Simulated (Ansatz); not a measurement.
Computed with Ansatz, DFT PBE, scalar-relativistic, plane waves, PAW. Settings: cutoff 420 eV, Γ-centred meshes spaced at most about 0.3 Å⁻¹, and about 0.25 Å⁻¹ or finer for metals (2π included), Gaussian smearing. No spin polarisation.

These are static total energies at zero pressure.

Two forms of TaAs were relaxed alike.

A.

```
Ta As
1.0
     3.41391    0.00000    0.00000
    -1.70695    2.95653    0.00000
     0.00000    0.00000    3.48432
Ta As
1 1
Direct
  0.00000 0.00000 0.50000
  0.66667 0.33333 0.00000
```

B.

```
Ta As
1.0
    -1.73145    1.73145    5.86729
     1.73145   -1.73145    5.86729
     1.73145    1.73145   -5.86729
Ta As
2 2
Cartesian
  1.7314 0.0000 2.9357
  0.0000 0.0000 5.8693
  0.0000 1.7314 3.9009
  0.0000 0.0000 0.9672
```

Task: Which would you expect to be lower, and how large is the difference?

Result: They are level within the accuracy (1 meV/atom apart, with B the lower in these runs). A has the tungsten carbide type, space group P-6m2 (No. 187), 17.6 Å³/atom and no gap on its mesh; B has space group I4_1md (No. 109), 17.6 Å³/atom and no gap. In A, around Ta lie 6 As at 2.63 Å; around As lie 6 Ta at 2.63 Å. In B, Ta has 6 As at 2.62–2.63 Å; As is surrounded by 6 Ta at 2.62–2.63 Å. Origin: A, invented; B, reached from a Materials Project cell. Checks on A: no imaginary mode at Γ (other wave vectors untested).

For metals, differences of a few meV/atom aren't resolved. These runs have no spin–orbit coupling, which can matter for Ta.
